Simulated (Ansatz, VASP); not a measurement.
Cu in VASP and in Ansatz

```
Cu
1.0
     0.00000    1.80615    1.80615
     1.80615    0.00000    1.80615
     1.80615    1.80615    0.00000
Cu
1
Cartesian
  0.0000 0.0000 0.0000
```

Alike in both runs: task single point; functional r2SCAN; k mesh 20 × 20 × 20; occupations gaussian, width 0.1 eV; no spin polarisation.

|  | VASP | Ansatz |
| --- | --- | --- |
| version | VASP 6.6.1 | Ansatz 0.2.0 |
| potentials or method | VASP PAW PBE potentials, release 64 (Cu) | scalar-relativistic, plane waves, PAW |
| plane-wave cutoff (eV) | 520 | 500 |
| valence electrons in the cell | 11 | 19 |

```tsv
	VASP	Ansatz	Ansatz less VASP
gap on the k mesh at the Fermi level (eV)	none	none	-
pressure (GPa)	-3.9	-4.5	-0.60
```

A gap of «none» marks a metal or a gap that the smearing closes. The two sets of potentials don't hold the same shells in valence.

Caveats: the PAW data sets were made with another functional, which shifts forces and pressure a little (VASP).
